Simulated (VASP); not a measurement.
# KI in VASP: one cell, several levels of theory

One table from this session's results is given with a row withheld; the runs are named, their logs left out.

Code: VASP 6.6.1. PAW datasets, plane waves. No spin polarisation and no zero-point or thermal motion.

## The structure to begin with

The cell comes from an earlier relaxation with r2SCAN in another program.

It is cubic, Fm-3m (No. 225); a = 7.089 Å in the conventional setting, 44.52 Å³ an atom. Around K lie 6 I at 3.54 Å; around I lie 6 K at 3.54 Å.

Structure file:

```xyz
2
Lattice="0.0000 3.5443 3.5443 3.5443 0.0000 3.5443 3.5443 3.5443 0.0000" Properties=species:S:1:pos:R:3 pbc="T T T"
K     0.0000    0.0000    0.0000
I     3.5443    3.5443    3.5443
```

The first run:

Contents of INCAR:

```
ENCUT = 520.000000
SIGMA = 0.020000
EDIFF = 1.00e-07
GGA = PE
PREC = Accurate
IBRION = -1
ISIF = 2
ISMEAR = -1
NBANDS = 15
NELM = 120
NSW = 0
LASPH = .TRUE.
LCHARG = .FALSE.
LWAVE = .FALSE.
LREAL = .FALSE.
```

Contents of KPOINTS:

```
KPOINTS created by Atomic Simulation Environment
0
Gamma
6 6 6
0 0 0
```

Contents of KPOINTS_OPT:

```
special points
6
Reciprocal
0.0000000000 0.0000000000 0.0000000000 1
0.5000000000 0.0000000000 0.5000000000 1
0.5000000000 0.2500000000 0.7500000000 1
0.3750000000 0.3750000000 0.7500000000 1
0.5000000000 0.5000000000 0.5000000000 1
0.6250000000 0.2500000000 0.6250000000 1
```

Contents of POSCAR:

```
K  I
 1.0000000000000000
    -0.0000000000000000    3.5442849964056475    3.5442849964056475
     3.5442849964056475   -0.0000000000000000    3.5442849964056475
     3.5442849964056475    3.5442849964056475   -0.0000000000000000
 K   I
   1   1
Cartesian
 -0.0000000000000000 -0.0000000000000000 -0.0000000000000000
  3.5442849964056471  3.5442849964056471  3.5442849964056471
```

The run uses the recommended PBE PAW datasets (16 valence electrons a neutral cell).

Run with:

```bash
> mpirun -np 1 vasp_std
```

Among the steps run: Single point with PBE; r2SCAN; Single point with LDA; Single point with PBEsol; PBE+SOC.

One table of the session follows, with a row left open; its other results are not shown here.

```
  level  gap (eV)  Ansatz: gap (eV)
    PBE      3.94              3.94
 r2SCAN      4.58              4.59
    LDA         ?                 ?
 PBEsol      3.79              3.80
PBE+SOC      3.62              3.62
```

**Question.** Estimate the row for LDA.

**Answer.** gap (eV): 3.59; Ansatz: gap (eV): 3.58. In the column «gap (eV)» it is the lowest.
